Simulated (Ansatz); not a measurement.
Input and command of a calculation in Ansatz (plane waves; scalar-relativistic PAW potentials unless the input names others):

```yaml
crystal:
  lattice:
    - [0.0, 2.1896960101, 3.0962301583]
    - [2.1896960101, 0.0, 3.0962301583]
    - [2.1896960101, 2.1896960101, 0.0]
  atoms:
    - { symbol: Hf, position: [0.0, 0.0, 0.0] }
    - { symbol: "N", position: [0.75, 0.75, 0.75] }
basis:
  ecutwfc: 420
kpoints:
  mp_grid: { grid: [24, 24, 24] }
hamiltonian:
  xc: pbe
scf:
  occupations: { method: gaussian, width: 0.15 }
  mixing: { algorithm: msr1, beta: 0.2, ndim: 16 }
output:
  forces: true
  eigenvalues: true
  stress: true
```

```bash
ansatz run input.yaml --threads 1 --pin off --max-ram 2560MiB --backend cpu --events-out ev --progress --plain --runs-dir out
```

Abridged log:
```
Basis set: ecut = 420 eV, 575 PW (Γ), exchange–correlation on 54×54×48 points (8 copies of the dense FFT grid, shifted against one another)
Bands: 20, of which v1, the nominal top of the filled ones, is band 16 counted from 1 (15 counted from 0)
Symmetry: 8 space group operations
k-points: 1063 of 13824 (time reversal used)
SCF iter   1: F=—  HF=-16107.108494 eV  |F-HF|=—  |Δ(HF+E_count)|=         —  Δρ=3.88e-3  dr2=2.52e-3  ethr=1.77e-3  ⟨swp⟩=4.2  Hψ=82302  notcnv=0
SCF iter   2: F=—  HF=-16107.108719 eV  |F-HF|=—  |Δ(HF+E_count)|=   2.24e-4  Δρ=3.25e-3  dr2=1.90e-3  ethr=8.13e-6  ⟨swp⟩=2.0  Hψ=33537  notcnv=0
SCF iter   3: F=—  HF=-16107.109295 eV  |F-HF|=—  |Δ(HF+E_count)|=   5.77e-4  Δρ=8.69e-4  dr2=1.44e-4  ethr=6.13e-6  ⟨swp⟩=2.9  Hψ=36453  notcnv=0
SCF iter   4: F=—  HF=-16107.109276 eV  |F-HF|=—  |Δ(HF+E_count)|=   1.94e-5  Δρ=3.97e-4  dr2=2.27e-5  ethr=4.64e-7  ⟨swp⟩=2.0  Hψ=37910  notcnv=0
SCF iter   5: F=—  HF=-16107.109295 eV  |F-HF|=—  |Δ(HF+E_count)|=   1.88e-5  Δρ=3.38e-4  dr2=4.06e-5  ethr=7.32e-8  ⟨swp⟩=2.0  Hψ=33709  notcnv=0
SCF iter   6: F=—  HF=-16107.109288 eV  |F-HF|=—  |Δ(HF+E_count)|=   6.96e-6  Δρ=1.97e-4  dr2=1.35e-5  ethr=7.32e-8  ⟨swp⟩=2.0  Hψ=33699  notcnv=0
SCF iter   7: F=—  HF=-16107.109285 eV  |F-HF|=—  |Δ(HF+E_count)|=   2.52e-6  Δρ=2.32e-5  dr2=1.88e-7  ethr=4.36e-8  ⟨swp⟩=2.0  Hψ=31446  notcnv=0
SCF iter   8: F=-16107.109285 eV  HF=-16107.109285 eV  |F-HF|=6.02e-9  |Δ(HF+E_count)|=   1.22e-8  Δρ=6.37e-6  dr2=8.42e-9  ethr=3.23e-10  ⟨swp⟩=4.3  Hψ=76921  notcnv=0
SCF 1 converged in 8 iterations: F = -16107.109285 eV  dr2 = 8.42e-9
SCF converged after 8 iterations
Free energy (F): -16107.109285 eV
Harris-Foulkes:  -16107.109285 eV  (|F-HF|=6.02e-9)
Internal energy: -16107.089502 eV  (E = F + TS)
E sigma→0 (E₀):  -16107.099394 eV
Entropy (-TS):   -0.019783 eV (-9.891 meV/atom)
Fermi energy:    17.746833 eV
--- Forces (eV/Å), atoms counted from 1 ---
  atom   1  Hf     0.00000000     0.00000000     0.00000000
  atom   2  N      0.00000000     0.00000000     0.00000000
--- Stress (GPa, compression-positive) ---
        9.556365       0.000000       0.000000
        0.000000       9.556365       0.000000
        0.000000       0.000000     -32.625496
  P = ⅓ Tr σ = -4.5043 GPa (-45.043 kbar)
```

Apart from outputs and empty bands, the input differs from a reference run on usual settings in scf.mixing.algorithm: not typed → "msr1"; scf.mixing.beta: not typed → 0.2; scf.mixing.ndim: not typed → 16. The reference, at the same geometry (not necessarily relaxed), gave pressure -4.50 GPa, largest force 0.000 eV/Å, no gap on the mesh. This run converged in 8 SCF iterations (reference: 8) with an energy at zero smearing within 0.01 meV/atom of the reference's, pressure -4.50 GPa, largest force 0.000 eV/Å, no gap on the mesh.

The run took 46 s on 1 thread of Arm Neoverse V2, with other jobs on the host, peak memory 0.86 GiB.